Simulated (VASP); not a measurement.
# BN (P6_3mc) in VASP: Born charges and dielectric tensor with LDA

Aim: the Born charges and dielectric tensor of BN with LDA.

All numbers are computed with VASP 6.6.1; they aren't measurements. Logs are shortened: lines on timing, memory, paths and dates and some standing lists are left out, and cuts for length are marked.

## Step 1: Starting point

Symmetry: P6_3mc, No. 186, hexagonal system. The conventional cell has a = 2.525 Å, b = 2.525 Å, c = 4.177 Å, α = 90.00°, β = 90.00°, γ = 120.00°. B (site symmetry 3m) is surrounded by 4 N at 1.55 to 1.56 Å. N (site symmetry 3m) is surrounded by 4 B at 1.55 to 1.56 Å.

Measurements of this composition are mostly on another form, of space group No. 194.

## Step 2: Born charges and dielectric tensor, LDA

Contents of INCAR:

```
SYSTEM = BN
PREC     = Accurate       ! precision mode
ENCUT    = 600            ! plane-wave cutoff, eV
EDIFF    = 1E-8           ! SCF threshold, eV
ISMEAR   = 0              ! smearing method
SIGMA    = 0.02           ! smearing width, eV
LREAL    = .FALSE.        ! projectors in reciprocal space
LASPH    = .TRUE.         ! aspherical terms in the spheres
NELM     = 80             ! most SCF steps
ALGO     = Normal         ! electronic algorithm
ISIF     = 2              ! what is computed and relaxed
LWAVE    = .FALSE.        ! write WAVECAR
LCHARG   = .FALSE.        ! write CHGCAR
LEPSILON = .TRUE.         ! dielectric tensor by DFPT
IBRION   = 8              ! ionic algorithm
NSW      = 1              ! ionic steps
```

Contents of KPOINTS:

```
Automatic mesh
0
G
  12 12 6
  0 0 0
```

Contents of POSCAR:

```
BN
1.0
    2.5246400000      0.0000000000      0.0000000000
   -1.2623200000      2.1864000000      0.0000000000
    0.0000000000      0.0000000000      4.1773400000
B N
2 2
Direct
    0.6666700000      0.3333300000      0.9997000000
    0.3333300000      0.6666700000      0.4997000000
    0.6666700000      0.3333300000      0.6253000000
    0.3333300000      0.6666700000      0.1253000000
```

Potentials or basis: VASP PAW LDA potentials, release 64 (B, N).

Run with:

```
$ cat potpaw_LDA.64/B/POTCAR potpaw_LDA.64/N/POTCAR > POTCAR
$ mpirun -np 1 vasp_std > vasp.out
```

OUTCAR:

```text
SYSTEM = BN
   PREC = Accurate
   ENCUT = 600
   EDIFF = 1E-8
   ISMEAR = 0
   LREAL = .FALSE.
   LASPH = .TRUE.
   NELM = 80
   ISIF = 2
   LEPSILON = .TRUE.
   IBRION = 8
   NSW = 1

 ion  position               nearest neighbor table
   1  0.667  0.333  1.000-   4 1.55   4 1.55   4 1.55   3 1.56
   2  0.333  0.667  0.500-   3 1.55   3 1.55   3 1.55   4 1.56
   3  0.667  0.333  0.625-   2 1.55   2 1.55   2 1.55   1 1.56
   4  0.333  0.667  0.125-   1 1.55   1 1.55   1 1.55   2 1.56

  LATTYP: Found a hexagonal cell.
 ALAT       =     2.5246400000
 C/A-ratio  =     1.6546279866

  Lattice vectors:

 A1 = (   2.5246400000,   0.0000000000,   0.0000000000)
 A2 = (  -1.2623200000,   2.1864000000,   0.0000000000)
 A3 = (   0.0000000000,   0.0000000000,   4.1773400000)

Analysis of symmetry for initial positions (statically):
=====================================================================
 Subroutine PRICEL returns:
 Original cell was already a primitive cell.

 Routine SETGRP: Setting up the symmetry group for a
 hexagonal supercell.

 Subroutine GETGRP returns: Found  4 space group operations
 (whereof  2 operations were pure point group operations)
 out of a pool of 24 trial point group operations.

The static configuration has the point symmetry C_1h.
 The point group associated with its full space group is C_2v.

Analysis of symmetry for dynamics (positions and initial velocities):
=====================================================================
 Subroutine PRICEL returns:
 Original cell was already a primitive cell.

 Routine SETGRP: Setting up the symmetry group for a
 hexagonal supercell.

 Subroutine GETGRP returns: Found  4 space group operations
 (whereof  2 operations were pure point group operations)
 out of a pool of 24 trial point group operations.

The dynamic configuration has the point symmetry C_1h.
 The point group associated with its full space group is C_2v.

 Subroutine INISYM returns: Found  4 space group operations
 (whereof  2 operations are pure point group operations),
 and found     1 'primitive' translations

----------------------------------------------------------------------------------------

                                     Primitive cell

  volume of cell :      23.0584

  direct lattice vectors                    reciprocal lattice vectors
     2.524640000  0.000000000  0.000000000     0.396096077  0.228686425  0.000000000
    -1.262320000  2.186400000  0.000000000     0.000000000  0.457372850  0.000000000
     0.000000000  0.000000000  4.177340000     0.000000000  0.000000000  0.239386787

  length of vectors
     2.524640000  2.524637943  4.177340000     0.457372478  0.457372850  0.239386787

  position of ions in fractional coordinates (direct lattice)
     0.666670000  0.333330000  0.999700000
     0.333330000  0.666670000  0.499700000
     0.666670000  0.333330000  0.625300000
     0.333330000  0.666670000  0.125300000

  ion indices of the primitive-cell ions
   primitive index   ion index
                 1           1
                 2           2
[... 550 lines left out ...]
    -0.50973 -0.00001  0.00000
    -0.00001 -0.50974  0.00000
     0.00000  0.00000  1.05100

[... ionic steps 4 to 9 ...]

--------------------------------------- Ionic step       10  -------------------------------------------

------------------------ aborting loop because EDIFF is reached ----------------------------------------

[... ionic steps 11 to 11 ...]

--------------------------------------- Ionic step       12  -------------------------------------------

 Free energy of the ion-electron system (eV)
  ---------------------------------------------------
  ---------------------------------------------------
  free energy    TOTEN  =        -0.25580959 eV

  energy without entropy =       -0.25580959

------------------------ aborting loop because EDIFF is reached ----------------------------------------

 INTERNAL STRAIN TENSOR  FOR ION    3  DIRECTION 3   (eV/Angst):
 -----------------------------------------------------------------------------
    -1.84963  0.00238 -0.01512
     0.00238 -1.84688  0.00873
     0.01537 -0.00887  1.36210

 MACROSCOPIC STATIC DIELECTRIC TENSOR (including local field effects in DFT)
 ------------------------------------------------------
           4.526223    -0.000017     0.000000
          -0.000017     4.526194     0.000000
           0.000000     0.000000     4.679854
 ------------------------------------------------------

 PIEZOELECTRIC TENSOR (including local field effects)  for field in x, y, z        (e  Angst)
          XX          YY          ZZ          XY          YZ          ZX
  --------------------------------------------------------------------------------
  x     0.00000     0.00000     0.00000     0.00000    -0.00002    -0.88781
  y    -0.00000     0.00000     0.00000     0.00000    -0.88783    -0.00002
  z    -0.73360    -0.73361     1.51258    -0.00001     0.00000     0.00000

 PIEZOELECTRIC TENSOR (including local field effects)  for field in x, y, z        (C/m^2)
          XX          YY          ZZ          XY          YZ          ZX
  --------------------------------------------------------------------------------
  x     0.00000     0.00000     0.00000     0.00000    -0.00001    -0.61688
  y    -0.00000     0.00000     0.00000     0.00000    -0.61690    -0.00001
  z    -0.50973    -0.50974     1.05100    -0.00001     0.00000     0.00000

 BORN EFFECTIVE CHARGES (including local field effects) (in |e|, cummulative output)
 ---------------------------------------------------------------------------------
 ion    1
    1     1.80956    -0.00000     0.00000
    2    -0.00000     1.80956    -0.00000
    3    -0.00002     0.00001     1.90403
 ion    2
    1     1.80956    -0.00000    -0.00000
    2    -0.00000     1.80956     0.00000
    3     0.00002    -0.00001     1.90403
 ion    3
    1    -1.80956     0.00000    -0.00000
    2     0.00000    -1.80956     0.00000
    3    -0.00002     0.00001    -1.90403
 ion    4
    1    -1.80956     0.00000     0.00000
    2     0.00000    -1.80956    -0.00000
    3     0.00002    -0.00001    -1.90403

 INTERNAL STRAIN TENSOR FOR ION    4 for displacements in x,y,z  (eV/Angst):
          X           Y           Z          XY          YZ          ZX
  --------------------------------------------------------------------------------
  x     0.00323    -0.00683     0.00020    -5.28421     0.02142    -3.10789
  y    -5.32021     5.32228    -0.00011     0.07925    -3.16877    -0.02866
  z    -1.84963    -1.84688     1.36210     0.00238     0.00887     0.01512

 SECOND DERIVATIVES (NOT SYMMETRIZED)
 ------------------------------------
               1X          1Y          1Z          2X          2Y          2Z          3X          3Y          3Z          4X          4Y          4Z
  1X   -26.438792   -0.001018   -0.001179    0.199641   -0.000273   -0.000488    4.884828    0.000135   -0.001499   21.354324    0.001156    0.003166
  1Y    -0.001018  -26.439911    0.000681   -0.000273    0.199325    0.000282    0.000135    4.884973    0.000866    0.001156   21.355612   -0.001828
  1Z    -0.003329    0.001922  -36.618884   -0.002168    0.001252   11.962179    0.002275   -0.001313    9.427378    0.003222   -0.001860   15.229327
  2X     0.199641   -0.000273    0.000488  -26.438792   -0.001018    0.001179   21.354324    0.001156   -0.003166    4.884828    0.000135    0.001499
  2Y    -0.000273    0.199325   -0.000282   -0.001018  -26.439911   -0.000681    0.001156   21.355612    0.001828    0.000135    4.884973   -0.000866
  2Z     0.002168   -0.001252   11.962179    0.003329   -0.001922  -36.618884   -0.003222    0.001860   15.229327   -0.002275    0.001313    9.427378
  3X     4.882787   -0.000349   -0.000456   21.357421    0.001637   -0.001356  -26.641072   -0.002655    0.003382    0.400864    0.001367   -0.001570
  3Y    -0.000349    4.882373    0.000263    0.001637   21.359266    0.000783   -0.002655  -26.644079   -0.001953    0.001367    0.402441    0.000907
  3Z    -0.001822    0.001052    9.405640   -0.003507    0.002025   15.259592    0.002838   -0.001638  -39.078144    0.002491   -0.001438   14.412912
  4X    21.357421    0.001637    0.001356    4.882787   -0.000349    0.000456    0.400864    0.001367    0.001570  -26.641072   -0.002655   -0.003382
  4Y     0.001637   21.359266   -0.000783   -0.000349    4.882373   -0.000263    0.001367    0.402441   -0.000907   -0.002655  -26.644079    0.001953
  4Z     0.003507   -0.002025   15.259592    0.001822   -0.001052    9.405640   -0.002491    0.001438   14.412912   -0.002838    0.001638  -39.078144

 Eigenvectors and eigenvalues of the dynamical matrix
 ----------------------------------------------------

   1 f  =   34.029619 THz   213.814402 2PiTHz 1135.105908 cm-1   140.735133 meV
             X         Y         Z           dx          dy          dz
      1.262333  0.728793  4.176087    -0.000722    0.000417   -0.628332
     -0.000013  1.457607  2.087417    -0.000722    0.000417    0.628332
      1.262333  0.728793  2.612091     0.000636   -0.000367   -0.324343
     -0.000013  1.457607  0.523421     0.000636   -0.000367    0.324343
[... 71 lines left out ...]
  12 f/i=    0.002731 THz     0.017162 2PiTHz    0.091112 cm-1     0.011297 meV
             X         Y         Z           dx          dy          dz
      1.262333  0.728793  4.176087     0.000013   -0.000007    0.466798
     -0.000013  1.457607  2.087417    -0.000013    0.000007    0.466798
      1.262333  0.728793  2.612091    -0.000015    0.000008    0.531130
     -0.000013  1.457607  0.523421     0.000015   -0.000008    0.531130

--------------------------------------------------------------------------------------------------------

 MACROSCOPIC STATIC DIELECTRIC TENSOR IONIC CONTRIBUTION
 ------------------------------------------------------
           1.958647    -0.000100     0.000000
          -0.000100     1.958528    -0.000000
           0.000000    -0.000000     2.307297
 ------------------------------------------------------

 ELASTIC MODULI CONTR FROM IONIC RELAXATION (kBar)
 Direction    XX          YY          ZZ          XY          YZ          ZX
 --------------------------------------------------------------------------------
 XX        -165.0520    126.2682     14.4257      2.5553     -0.0000     -0.0000
 YY         126.2682   -165.3193     14.4857     -2.7874     -0.0000      0.0000
 ZZ          14.4257     14.4857    -10.7390      0.0519     -0.0000      0.0000
 XY           2.5553     -2.7874      0.0519   -144.0365     -0.0000     -0.0000
 YZ           0.0000     -0.0000     -0.0000     -0.0000    -53.1178     -0.2307
 ZX          -0.0000      0.0000      0.0000     -0.0000     -0.2307    -48.9235
 --------------------------------------------------------------------------------

 PIEZOELECTRIC TENSOR IONIC CONTR  for field in x, y, z        (C/m^2)
          XX          YY          ZZ          XY          YZ          ZX
  --------------------------------------------------------------------------------
  x     0.00000    -0.00000    -0.00000    -0.00000    -0.00139     0.29124
  y    -0.00000     0.00000     0.00000     0.00000     0.30349     0.00263
  z     0.19896     0.19980    -0.14812     0.00072    -0.00000     0.00000
```

It took 13 min on 1 thread of Intel Xeon Platinum 8488C (Sapphire Rapids), shared host; peak memory 0.55 GiB.

What came out:

```yaml
Band_gap_on_the_k_mesh: 4.91 eV, indirect (least direct gap 8.27 eV)
Electronic_dielectric_tensor_diagonal: 4.53, 4.53, 4.68
Born_charges_mean_of_the_diagonal: B +1.84; N -1.84 e
Highest_phonon_frequency_at_Γ_LO-TO_splitting_left_out: 1135 cm⁻¹
```

Levels at points of the mesh, in eV from the valence-band top:
```csv
k point,band 6,band 7,band 8,band 9,band 10,band 11
"(0.00, 0.00, 0.00)",-0.30,0.00,0.00,8.33,8.33,8.62
"(0.50, 0.00, 0.00)",-5.13,-4.59,-2.17,6.70,7.88,10.59
"(0.50, 0.50, 0.00)",-5.13,-4.59,-2.17,6.70,7.88,10.59
"(0.00, 0.00, 0.50)",-1.21,-1.21,-1.21,9.68,9.68,9.92
"(0.50, 0.00, 0.50)",-3.88,-3.67,-3.67,6.57,6.57,10.13
"(0.50, 0.50, 0.50)",-3.88,-3.67,-3.67,6.57,6.57,10.13
```

Phonon frequencies in cm⁻¹ (negative: imaginary):
```csv
q point,frequencies
"(0.000, 0.000, 0.000)",0 0 0 476 476 984 984 986 1048 1081 1082 1135
```

Electronic dielectric tensor:
```
4.53 0.00 0.00
0.00 4.53 0.00
0.00 0.00 4.68
```

Born effective charge tensors (e):
atom 1, B
```
1.81 0.00 0.00
0.00 1.81 0.00
0.00 0.00 1.90
```
atom 2, B
```
1.81 0.00 0.00
0.00 1.81 0.00
0.00 0.00 1.90
```
atom 3, N
```
-1.81  0.00  0.00
 0.00 -1.81  0.00
 0.00  0.00 -1.90
```
atom 4, N
```
-1.81  0.00  0.00
 0.00 -1.81  0.00
 0.00  0.00 -1.90
```
